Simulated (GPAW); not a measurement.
# Equation of state of W under PBE

```
W
1.0
    -1.58234    1.58234    1.58234
     1.58234   -1.58234    1.58234
     1.58234    1.58234   -1.58234
W
1
Direct
  0.00000 0.00000 0.00000
```

The cell was scaled at fixed shape and fractions and run with GPAW, GPAW PAW data sets (gpaw-data 1.2.1), cutoff 600 eV; PBE, k mesh 10 × 10 × 10 on the cell of 1 atom, fermi-dirac occupations of 0.05 eV, no spin polarisation, no spin-orbit coupling. Energies are those that the program minimises, any entropy of the smearing included. For a metal such a mesh isn't converged to the digits shown.

| V (Å³/atom) | energy over the lowest row (meV/atom) |
| --- | --- |
| 14.8967 | 103.51 |
| 15.2137 | 54.98 |
| 15.5306 | ? |
| 15.8476 | 4.74 |
| 16.1646 | 0.00 |
| 16.4815 | 7.07 |
| 16.7985 | 24.78 |

Question: Fit the third-order Birch-Murnaghan form, give V0, B0 and B′, and predict the energy left open.

Answer: With y = (V0/V)^(2/3), E = E0 + (9 V0 B0/16) [(y - 1)³ B′ + (y - 1)² (6 - 4y)]. Least squares through the rows shown give V0 = 16.1282 Å³/atom, E0 = -0.08 meV, B0 = 307.1 GPa (1 eV/Å³ = 160.218 GPa) and B′ = 4.27, with a largest miss of 0.01 meV. At V = 15.5306 the form with these constants gives 22.60 meV; the run gave 22.59 meV an atom. Measured volume: 15.86 Å³/atom at 297.95 K (a printed reference work), so the fit lies +1.7 % from it. The runs are for a static lattice.
